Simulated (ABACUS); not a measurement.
Crystal: Ge.

```xyz
2
Lattice="0.0000 2.8289 2.8289 2.8289 0.0000 2.8289 2.8289 2.8289 0.0000" Properties=species:S:1:pos:R:3 pbc="T T T"
Ge    1.4145    1.4145    1.4145
Ge    0.0000    0.0000    0.0000
```

Base run:

```yaml
Program: ABACUS 3.10.1
Functional: SCAN
Potentials_or_basis: SG15 ONCV 1.2 PBE
Cutoff: 1238 eV
Density_cutoff: 4952 eV
Basis: plane waves
k_mesh: 5 × 5 × 5
Occupations: fermi-dirac, width 0.05 eV
Spin: no spin polarisation
```

Its results: band gap on the k mesh 0.11 eV, direct; pressure -2.4 GPa.

**Question.** After a change of settings the same cell gave: band gap on the k mesh 0.15 eV, direct; pressure 0.6 GPa. Which change was it?
A. functional from SCAN to TM
B. functional from SCAN to rSCAN
C. functional from SCAN to revTPSS

**Answer.** C.

Caveats: the potentials were made for another functional, which shifts forces and pressure; an odd mesh through Γ misses points on the zone boundary, where band edges often lie.

Not every run made on this cell is shown here.
